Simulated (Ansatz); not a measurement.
## 3-layer graphene (AB) in a perpendicular field

Wanted: the out-of-plane response of the 3-layer graphene (AB). A positive field points along +c.

Calculated with Ansatz 0.2.0; plane-wave DFT, r2SCAN-D4, Ansatz PAW, in the first sound run; inputs show where later runs differ.

### Step 1. Set-up

The cell holds 6 atoms: 6 C. Cell: a = 2.467 Å, b = 2.467 Å, c = 24.700 Å, α = 90.0°, β = 90.0°, γ = 120.0°. Regions: layer 1: graphene, 2 atoms (2 C); layer 2: graphene, 2 atoms (2 C); layer 3: graphene, 2 atoms (2 C). Vacuum lies along c.

As a file:

```cif
data_structure
_symmetry_space_group_name_H-M 'P 1'
_symmetry_Int_Tables_number 1
_cell_length_a 2.4670
_cell_length_b 2.4670
_cell_length_c 24.7000
_cell_angle_alpha 90.000
_cell_angle_beta 90.000
_cell_angle_gamma 120.000
_cell_volume 130.19
loop_
_atom_site_label
_atom_site_type_symbol
_atom_site_fract_x
_atom_site_fract_y
_atom_site_fract_z
_atom_site_occupancy
C1 C 0.66667 0.33333 0.36437 1
C2 C 0.33333 0.66667 0.36437 1
C3 C 0.00000 0.00000 0.50000 1
C4 C 0.66667 0.33333 0.50000 1
C5 C 0.66667 0.33333 0.63563 1
C6 C 0.33333 0.66667 0.63563 1
```

### Step 2. Relaxing the slab

The starting cell is a guess, so the in-plane lattice and the atoms are relaxed first, with the slab cut off from its images along the normal. The program lengthens the vector along the normal by itself, so c and the volume that it reports differ from the typed ones.

input.yaml

```yaml
crystal:
  lattice:
    - [2.467, 0.0, 0.0]
    - [-1.2335, 2.1364846711, 0.0]
    - [0.0, 0.0, 24.7]
  atoms:
    - { symbol: C, position: [0.6666666667, 0.3333333333, 0.3643724696] }
    - { symbol: C, position: [0.3333333333, 0.6666666667, 0.3643724696] }
    - { symbol: C, position: [0.0, 0.0, 0.5] }
    - { symbol: C, position: [0.6666666667, 0.3333333333, 0.5] }
    - { symbol: C, position: [0.6666666667, 0.3333333333, 0.6356275304] }
    - { symbol: C, position: [0.3333333333, 0.6666666667, 0.6356275304] }
  periodic: [true, true, false]
kpoints:
  mp_grid: { grid: [18, 18, 1] }
hamiltonian:
  xc: r2scan
  dispersion: d4
scf:
  occupations: { method: fermi_dirac, width: 0.05 }
  convergence: { dr2_threshold: 1.0e-09 }
relax:
  f_tol: 0.004
  max_steps: 90
  cell: {}
output:
  write_potential: true
  write_density: true
  volumetric_format: npy
```

Command:

```sh
$ ansatz run input.yaml --threads 4 --pin off --max-ram 6144MiB --backend cpu --events-out ev --progress --plain --runs-dir out
```

Numbers of over 12 decimals in the logs are rounded to 6 here.

Log:

```text
Warning: crystal.periodic: the lattice vector that does not repeat stood 0.000° off the slab's normal, 24.700 Å along it as the deck builds it. The run solves the slab on a vector along the normal, 37.200 Å long, with every atom where it was (on the deck's vector they left 18.00 Å outside them, and the widest stretch free of ions among them is 3.35 Å). A fractional position that the run reports is one of the run's ce [...]
Warning: relax.cell: scf.convergence.dr2_threshold = 1e-9 eV is looser than the 2.1513858506e-10 eV advised for a relaxation that steers and ends on the stress (1e-10 eV for each atom of the cell: 6, times the square of relax.cell.stress_2d_tol = 0.05 N/m over 16.7 Å (the atoms' height at the walk's start and 5 Å past either face), 2.994e-2 GPa, over a crystal's default 0.05). What an SCF threshold leaves in a stress goes as its square root, and in the free energy as the threshold itself, and one threshold admits the most on a small cell: [figures from the program's tests cut] Set scf.convergence.dr2_threshold to 2.1513858506e-10 eV or tighter. [rest of the remark cut]
crystal.periodic: the lattice vector that does not repeat stood 0.000° off the slab's normal, 24.700 Å along it as the deck builds it. The run solves the slab on a vector along the normal, 37.200 Å long, with every atom where it was (on the deck's vector they left 18.00 Å outside them, and the widest stretch free of ions among them is 3.35 Å). A fractional position that the run reports is one of the run's cell, which [...]
Engine: ansatz 0.2.0, x86_64-unknown-linux-gnu
Pseudopotentials: kind: paw
Pseudopotential: C, paw, valence charge 4, recommended cutoff 500 eV (meta_gga), C.paw.azcp
Functional definition: r2SCAN
  parameter k0 = 0.174
  parameter k1 = 0.065
  parameter a1 = 4.9479
  exchange = r2scan_x(k0 = k0, k1 = k1, a1 = a1)
  correlation = r2scan_c
Crystal: 6 atoms, lattice volume = 196.070 Å³
Basis set: ecut = 500 eV, 5049 PW (Γ), exchange–correlation on 72×72×1152 points (64 copies of the dense FFT grid, shifted against one another)
Bands: 18, of which v1, the nominal top of the filled ones, is band 12 counted from 1 (11 counted from 0)
Symmetry: 12 space group operations
Space group: P-6m2 (ITA 187), of the structure as read, at distance tolerance 5.8e-5 Å
k-points: 37 of 324 (time reversal used)
Non-local potential: C, projectors of the file, l = 0: 2, l = 1: 2, l = 2: 1
PAW form: soft (Blöchl's): semilocal exchange-correlation on the pseudo side does not see the compensation charge
PAW frozen core: C, regenerated for the run's functional (the file was generated under x = pbe(κ = 0.804, μ = 0.219515), c = pbe(β = 0.066725))
PAW one-centre angular grid: C, 302 points (default); XC on 239 of its mesh's 2573 points in the sphere
Initial density: superposition of atomic densities (neutral atoms: chi_scale 0, normalization atom), corrected by the library's trained network
Initial wavefunctions: pseudopotential atomic-orbital guess
Functional: x = r2scan, c = r2scan; τ floored in thin density (d = 2e-4 eV/Å³)
SCF iter   1: F=—  HF=-1510.212138 eV  |F-HF|=—  |Δ(HF+E_count)|=         —  Δρ=4.07e-3  dr2=1.17e-2  dr2_τ=1.19e0  ethr=1.77e-3  ⟨swp⟩=13.2  Hψ=5954  notcnv=0
preconditioner: auto → LDOS  [metal: Δε(μ)=0.041 eV  Ē_g=15.875 eV  σ=0.050 eV  W_gap=0.20  n_scr=22 (ndim 8)  ℏωp=13.0 eV  f_vac=0.716  D(μ)=0.23/eV (n_scr^D=4)  β→1.0]
SCF iter   2: F=—  HF=-1510.328690 eV  |F-HF|=—  |Δ(HF+E_count)|=   1.17e-1  Δρ=9.20e-4  dr2=3.29e-3  dr2_τ=8.27e-5  ethr=4.87e-5  ⟨swp⟩=4.2  Hψ=2141  notcnv=0  defer=51
SCF iter   3: F=—  HF=-1510.328551 eV  |F-HF|=—  |Δ(HF+E_count)|=   1.39e-4  Δρ=6.12e-4  dr2=2.05e-3  dr2_τ=5.72e-5  ethr=1.37e-5  ⟨swp⟩=3.2  Hψ=1511  notcnv=0  defer=51
SCF iter   4: F=—  HF=-1510.328010 eV  |F-HF|=—  |Δ(HF+E_count)|=   5.41e-4  Δρ=5.79e-5  dr2=1.43e-5  dr2_τ=3.64e-7  ethr=8.53e-6  ⟨swp⟩=2.9  Hψ=1110  notcnv=0  defer=51
SCF iter   5: F=—  HF=-1510.328006 eV  |F-HF|=—  |Δ(HF+E_count)|=   3.95e-6  Δρ=2.49e-5  dr2=9.78e-7  dr2_τ=1.62e-7  ethr=5.98e-8  ⟨swp⟩=3.3  Hψ=1438  notcnv=0  defer=51
SCF iter   6: F=—  HF=-1510.328079 eV  |F-HF|=—  |Δ(HF+E_count)|=   7.26e-5  Δρ=6.47e-6  dr2=8.05e-8  dr2_τ=5.40e-9  ethr=4.08e-9  ⟨swp⟩=2.4  Hψ=1168  notcnv=0  defer=51
SCF iter   7: F=—  HF=-1510.328079 eV  |F-HF|=—  |Δ(HF+E_count)|=   1.21e-8  Δρ=2.82e-6  dr2=7.66e-9  dr2_τ=7.66e-10  ethr=3.35e-10  ⟨swp⟩=3.1  Hψ=1250  notcnv=0  defer=51
SCF iter   8: F=-1510.328079 eV  HF=-1510.328079 eV  |F-HF|=2.23e-10  |Δ(HF+E_count)|=   8.76e-9  Δρ=7.51e-7  dr2=9.45e-10  dr2_τ=1.10e-10  ethr=4.17e-12  ⟨swp⟩=10.6  Hψ=4634  notcnv=0
SCF 1 converged in 8 iterations: F = -1510.328079 eV  dr2 = 9.45e-10
  greatest PAW one-centre occupation: 0.684 electrons in one spin orbital (limit 2), on the C atom at site 3 (counted from 0), in its partial waves of l = 0
relax step   1: F+E_penalty+E_count = -1510.32807875 eV  Δ(F+E_penalty+E_count) = +0.000e0 eV  max|allowed force component| = 1.121e-2 eV/Å  Δτ_max = 0.0000 Å  P = -6.949 N/m  Ω = 196.070 Å³  fix = [c, alpha, beta]  reactions: c +0.000 N/m  (8 SCF iters, accepted)
Crystal: 6 atoms, lattice volume = 194.626 Å³
Basis set: ecut = 500 eV, 5037 PW (Γ), exchange–correlation on 72×72×1152 points (64 copies of the dense FFT grid, shifted against one another)
Initial density: handed on by an earlier stage of this run
Initial wavefunctions: those handed on with the density
iter 1 solved again at ethr=7.57e-4 eV; its pass at ethr=3.10e-3 eV (dr2=1.82e-1 eV) is discarded
SCF iter   1: F=—  HF=-1510.298356 eV  |F-HF|=—  |Δ(HF+E_count)|=         —  Δρ=1.07e-2  dr2=1.79e-1  dr2_τ=2.08e-1  ethr=7.57e-4  ⟨swp⟩=2.0  Hψ=5932  notcnv=0
preconditioner: auto → LDOS  [metal: Δε(μ)=0.045 eV  Ē_g=16.048 eV  σ=0.050 eV  W_gap=0.22  n_scr=22 (ndim 8)  ℏωp=13.0 eV  f_vac=0.710  D(μ)=0.23/eV (n_scr^D=4)  β→1.0]
SCF iter   2: F=—  HF=-1510.395544 eV  |F-HF|=—  |Δ(HF+E_count)|=   9.72e-2  Δρ=5.25e-3  dr2=1.97e-1  dr2_τ=2.70e-3  ethr=7.47e-4  ⟨swp⟩=4.5  Hψ=1754  notcnv=0  defer=1
SCF iter   3: F=—  HF=-1510.340783 eV  |F-HF|=—  |Δ(HF+E_count)|=   5.48e-2  Δρ=1.13e-3  dr2=7.77e-3  dr2_τ=8.62e-5  ethr=7.47e-4  ⟨swp⟩=4.1  Hψ=1738  notcnv=0  defer=46
SCF iter   4: F=—  HF=-1510.339293 eV  |F-HF|=—  |Δ(HF+E_count)|=   1.49e-3  Δρ=3.72e-4  dr2=1.21e-4  dr2_τ=2.16e-5  ethr=3.24e-5  ⟨swp⟩=3.3  Hψ=1397  notcnv=0  defer=46
SCF iter   5: F=—  HF=-1510.339369 eV  |F-HF|=—  |Δ(HF+E_count)|=   7.62e-5  Δρ=9.79e-5  dr2=7.25e-6  dr2_τ=8.07e-7  ethr=5.03e-7  ⟨swp⟩=3.1  Hψ=1367  notcnv=0  defer=46
[...]
SCF iter   6: F=—  HF=-1510.341108 eV  |F-HF|=—  |Δ(HF+E_count)|=   4.13e-6  Δρ=2.36e-5  dr2=4.51e-7  dr2_τ=1.28e-7  ethr=5.46e-8  ⟨swp⟩=2.2  Hψ=1078  notcnv=0  defer=52
SCF iter   7: F=—  HF=-1510.341179 eV  |F-HF|=—  |Δ(HF+E_count)|=   7.18e-5  Δρ=3.46e-6  dr2=8.35e-9  dr2_τ=1.58e-9  ethr=1.88e-9  ⟨swp⟩=2.9  Hψ=1327  notcnv=0  defer=52
SCF iter   8: F=-1510.341179 eV  HF=-1510.341179 eV  |F-HF|=1.22e-9  |Δ(HF+E_count)|=   1.93e-8  Δρ=8.02e-7  dr2=6.30e-10  dr2_τ=7.68e-11  ethr=4.17e-12  ⟨swp⟩=11.1  Hψ=4752  notcnv=0
SCF 3 converged in 8 iterations: F = -1510.341179 eV  dr2 = 6.30e-10
  greatest PAW one-centre occupation: 0.688 electrons in one spin orbital (limit 2), on the C atom at site 3 (counted from 0), in its partial waves of l = 0
relax step   3: F+E_penalty+E_count = -1510.34117948 eV  Δ(F+E_penalty+E_count) = -1.731e-3 eV  max|allowed force component| = 2.918e-3 eV/Å  Δτ_max = 0.0516 Å  P = +0.379 N/m  Ω = 193.830 Å³  energy of the carried Pulay correction = +2.579e-4 eV  fix = [c, alpha, beta]  reactions: c +0.000 N/m  (8 SCF iters, accepted)
[...]
relax step   4: F+E_penalty+E_count = -1510.34126599 eV  Δ(F+E_penalty+E_count) = -8.651e-5 eV  max|allowed force component| = 2.234e-4 eV/Å  Δτ_max = 0.0145 Å  P = +0.002 N/m  Ω = 193.947 Å³  energy of the carried Pulay correction = +2.443e-4 eV  fix = [c, alpha, beta]  reactions: c +0.000 N/m  (8 SCF iters, accepted)
Initial wavefunctions: pseudopotential atomic-orbital guess (no wavefunctions were taken with the density)
iter 1 solved again at ethr=4.64e-7 eV; its pass at ethr=3.10e-3 eV (dr2=1.11e-4 eV) is discarded
SCF iter   1: F=—  HF=-1510.340947 eV  |F-HF|=—  |Δ(HF+E_count)|=         —  Δρ=1.46e-5  dr2=3.63e-8  dr2_τ=9.56e-8  ethr=4.64e-7  ⟨swp⟩=5.0  Hψ=8827  notcnv=0
eigensolver tolerance schedule: the retry pair's looser diagonalisation over-reported the residual by 3061.32 of it (diagonalisation noise at 0.84 of the residual, at the tolerance the schedule requests for it); recorded, not acted on — ethr = c·dr2/N_el stays at c = 1.0e-1
preconditioner: auto → LDOS  [metal: Δε(μ)=0.012 eV  Ē_g=15.987 eV  σ=0.050 eV  W_gap=0.06  n_scr=22 (ndim 8)  ℏωp=13.1 eV  f_vac=0.715  D(μ)=0.24/eV (n_scr^D=4)  β→1.0]
SCF iter   2: F=—  HF=-1510.341020 eV  |F-HF|=—  |Δ(HF+E_count)|=   7.30e-5  Δρ=1.21e-6  dr2=1.80e-9  dr2_τ=4.56e-10  ethr=1.51e-10  ⟨swp⟩=4.3  Hψ=1822  notcnv=0
iter 3 met the thresholds in force, and the SCF goes on: an eigenvalue changes by 6.78 meV, over its tolerance of 1.21 meV (output.eigenvalues, Limitations)
SCF iter   3: F=-1510.341020 eV  HF=-1510.341020 eV  |F-HF|=2.03e-10  |Δ(HF+E_count)|=  2.64e-10  Δρ=5.71e-7  dr2=9.76e-10  dr2_τ=6.41e-11  ethr=4.17e-12  ⟨swp⟩=17.6  Hψ=6001  notcnv=0
iter 4 met the thresholds in force, and the SCF goes on: an eigenvalue changes by 6.07 meV, over its tolerance of 1.01 meV (output.eigenvalues, Limitations)
SCF iter   4: F=-1510.341020 eV  HF=-1510.341020 eV  |F-HF|=3.97e-10  |Δ(HF+E_count)|=  5.91e-11  Δρ=1.07e-7  dr2=1.68e-11  dr2_τ=7.16e-12  ethr=4.07e-12  ⟨swp⟩=7.8  Hψ=4354  notcnv=0
Mixer restart at iter 4: flushing history
SCF iter   5: F=-1510.341020 eV  HF=-1510.341020 eV  |F-HF|=6.82e-12  |Δ(HF+E_count)|=  3.60e-10  Δρ=7.21e-8  dr2=9.55e-12  dr2_τ=9.37e-13  ethr=1.00e-12  ⟨swp⟩=9.4  Hψ=4442  notcnv=0
SCF 5 converged in 5 iterations: F = -1510.341020 eV  dr2 = 9.55e-12
relax step   5: F+E_penalty+E_count = -1510.34101975 eV  Δ(F+E_penalty+E_count) = +2.462e-4 eV  max|allowed force component| = 2.229e-4 eV/Å  Δτ_max = 0.0000 Å  P = +0.009 N/m  Ω = 193.947 Å³  fix = [c, alpha, beta]  reactions: c +0.000 N/m  stress off target by 8.97e-3 N/m on what of the cell is left free  SCF on the basis re-selected at this cell (its energy is not comparable with the rows above)  (5 SCF iters)
basis re-selected at this cell: Δ(F+E_penalty+E_count) = +2.462e-4 eV, ΔP = +0.007 N/m vs the last step (what re-selecting the basis moved, of the pressure what is left beyond the Pulay correction that the steps carried, after the strain that the cell walked since its last selection, with what the two solves' SCF thresholds leave and, on support functions, any second-order correction that the steps lacked; it is no m [...]
WARN: The output density's exchange-correlation potential varies sharply where the density is thin. Do not read a vacuum level from v_tot or v_xc, or from such a field of the output density. On a cell that repeats whose density bears no net charge and no dipole along the vacuum's axis use v_es (v_loc + v_h of the components); under efield.dipole_correction with no amplitude use v_es + v_field, which holds any externa [...]
SCF converged after 5 iterations
an eigenvalue changed by more than its tolerance at an iteration that met the thresholds in force, so the SCF went on 2 times, its first undamped step at iteration 4: the last check found none over its tolerance
Free energy (F): -1510.341020 eV
Harris-Foulkes:  -1510.341020 eV  (|F-HF|=6.82e-12)
Internal energy: -1510.339318 eV  (E = F + TS)
E sigma→0 (E₀):  -1510.340169 eV
Entropy (-TS):   -0.001702 eV (-0.284 meV/atom)
Fermi energy:    -4.286943 eV
--- Per-component energies (eV) ---
  E_band       = -337.547874
  E_kinetic    = 545.867668
  E_local      = -61679.252072  (includes V_loc(G=0)·N_el)
  E_nonlocal   = 161.836314
  E_hartree    = 30522.624284
  E_xc         = -283.439897
  E_vxc        = -392.694916  (∫ρ·V_xc dr)
  E_paw        = -605.330389  (= ΣΔE_a)
  E_vpaw       = -40.592677  (= ΣTr[D̂ρ^β])
  E_aug_tail   = 0.000032  (compensation charges beyond the density's cutoff)
  E_vtau       = 22.039063  (kinetic-family band-sum trace: ∫τ·v_τ [+ j·A + Jᵃ·Aᵃ] dr)
  E_ewald      = 29827.875397
  E_disp       = -0.372012  (pairwise vdW)
  E_core_change = -0.148642  (= ΣΔE_core)
  E_smearing   = -0.001702  (= −TS)
  E_closure    = 0.000000  (closes the sum)
  Σ components = -1510.341020   (vs F -1510.341020, Δ=0.00e0)
--- Forces (eV/Å), atoms counted from 1 ---
  atom   1  C      0.00000000     0.00000000     0.00022294
  atom   2  C      0.00000000    -0.00000000     0.00018794
  atom   3  C      0.00000000     0.00000000     0.00000000
  atom   4  C      0.00000000    -0.00000000     0.00000000
  atom   5  C      0.00000000     0.00000000    -0.00022294
  atom   6  C      0.00000000    -0.00000000    -0.00018794
  max |Σ_I F_I| component: 1.48e-16 eV/Å
--- 2D stress c σ (N/m, compression-positive) ---
        0.008974       0.000000       0.000000
        0.000000       0.008974       0.000000
        0.000000       0.000000       0.000000
  P = ½ c Tr σ = 0.0090 N/m
--- Band table (eV; the first three rows and the last of 37) ---
  k-point 0: bands = [... 8 lower, -7.5225, -7.5225, -7.5089, -7.5089, -0.4754, -0.2805, 0.5197, 0.6655, ... 2 higher]
  k-point 1: bands = [... 8 lower, -7.8287, -7.6946, -7.6904, -7.6753, -0.3755, -0.1795, 0.6206, 0.7674, ... 2 higher]
  k-point 2: bands = [... 8 lower, -8.7058, -8.1428, -8.1360, -8.1183, -0.0757, 0.1236, 0.9235, 1.0732, ... 2 higher]
  k-point 36: bands = [... 8 lower, -15.4709, -4.7406, -4.2998, -4.2921, -4.2799, -4.2761, -3.7846, 6.5258, ... 2 higher]
  the weakly bound empty levels are not read free of the cell's end (no_gap_told)
--- Relaxed structure (4 steps of the walk, 4 accepted, 1 SCFs on fresh bases) ---
  F+E_penalty+E_count = -1510.34101975 eV   max|allowed force component| = 2.229e-4 eV/Å   (the final SCF, on the basis selected at the relaxed cell)
  cell:  # Å, volume = 193.9469 Å³
    - [2.453605, 0.0, 0.0]
    - [-1.226803, 2.124884, 0.0]
    - [0.0, 0.0, 37.200000]
  atoms:
    - { symbol: C, position: [0.666667, 0.333333, 0.241041] }
    - { symbol: C, position: [0.333333, 0.666667, 0.241035] }
    - { symbol: C, position: [3.08395284621689e-17, -1.8503717076816715e-17, 0.331989] }
    - { symbol: C, position: [0.666667, 0.333333, 0.331989] }
    - { symbol: C, position: [0.666667, 0.333333, 0.422938] }
    - { symbol: C, position: [0.333333, 0.666667, 0.422943] }
```

Elapsed: 19 s, on 4 threads of Intel Xeon 6975P-C (Granite Rapids), shared host; peak memory 0.85 GiB.

Relaxation path:

```
step  energy less that of the first step (eV)  largest force component (eV/Å)  volume (Å³)
   1                                   0.0000                          0.0112       196.07
   2                                  -0.0114                          0.0087       194.63
   3                                  -0.0131                          0.0029       193.83
   4                                  -0.0132                          0.0002       193.95
  5*                                  -0.0129                          0.0002       193.95
```

Relaxation steps marked * repeat the geometry before them on a plane-wave basis chosen anew for their cell, so energy and pressure can jump there.

The run keeps the 12 symmetry operations that it works with, so distortions that break them were not tested.

```
cell as run  before  after  change
      a (Å)   2.467  2.454  -0.5 %
      b (Å)   2.467  2.454  -0.5 %
```

The atoms that moved most (Å, along periodic axes as changes of fractional coordinates times the final cell, across vacuum about the mean position):

```
atom     dx     dy      dz  length
  C6  0.000  0.000   0.033   0.033
  C2  0.000  0.000  -0.033   0.033
  C5  0.000  0.000   0.033   0.033
  C1  0.000  0.000  -0.033   0.033
```

Final coordinates:

```xyz
6
Lattice="2.4536 0.0000 0.0000 -1.2268 2.1249 0.0000 0.0000 0.0000 37.2000" Properties=species:S:1:pos:R:3
C     1.2268    0.7083    8.9667
C     0.0000    1.4166    8.9665
C     0.0000    0.0000   12.3500
C     1.2268    0.7083   12.3500
C     1.2268    0.7083   15.7333
C     0.0000    1.4166   15.7335
```

Numbers from this step:

```yaml
energy_at_zero_smearing: -1510.3402 eV
```

The lattice constant a goes from 2.467 to 2.454 Å.

[end of part 1 of 4]

[Logs are printed without paths, hosts, clocks, repeated set-up lines and the standing remarks that a program may print on its own settings, such as how far it seeks lower states.]

[Hosts, paths, dates, database ids (printed as entryN), source tags and the programs' standing remarks are cut or masked in the printed files.]

[Maps of the electrostatic potential energy from Ansatz leave out the sawtooth potential of an applied field or a dipole correction, so their vacuum need not be flat; planar profiles and work functions include it.]
